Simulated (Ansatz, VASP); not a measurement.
## MgO: VASP beside Ansatz

```
Mg O
1.0
     3.49477    0.00000    0.00000
    -1.74738    3.02656    0.00000
     0.00000    0.00000    4.19471
Mg O
2 2
Direct
  0.65457 0.30915 0.75000
  0.34543 0.69085 0.25000
  0.67557 0.35114 0.25000
  0.32443 0.64886 0.75000
```

Change from the starting cell: mode 5 frozen in at -0.073 Å, strain +e along z and -e/2 along x and y +0.0000.

Alike in both runs: task single point; functional PBEsol; k mesh 9 × 9 × 6; occupations gaussian, width 0.05 eV; no spin polarisation.

```csv
,VASP,Ansatz
version,VASP 6.6.1,Ansatz 0.2.0
potentials or method,"VASP PAW PBE potentials, release 64 (Mg, O)","scalar-relativistic, plane waves, PAW"
plane-wave cutoff (eV),520,520
valence electrons in the cell,16,32
```

Ansatz gave:

```
gap on the k mesh at the Fermi level (eV)       : 3.24
least direct gap on the mesh (eV)               : 3.24
pressure (GPa)                                  : 0.0
largest component of the traceless stress (GPa) : 0.64
rms of the force components (eV/Å)              : 0.261
```

**Question.** Estimate VASP's values.

**Answer.** gap on the k mesh at the Fermi level (eV): 3.23; least direct gap on the mesh (eV): 3.23; pressure (GPa): -0.4; largest component of the traceless stress (GPa): 0.61; rms of the force components (eV/Å): 0.265.

Atom by atom the forces differ by 0.003 eV/Å (rms over components). The functional is the same, so the differences come from potentials, cutoffs and numerics. The two sets of potentials don't hold the same shells in valence. Ansatz warned: «pseudo_functional_mismatch».

Caveats: the PAW data sets were made with another functional, which shifts forces and pressure a little (VASP).
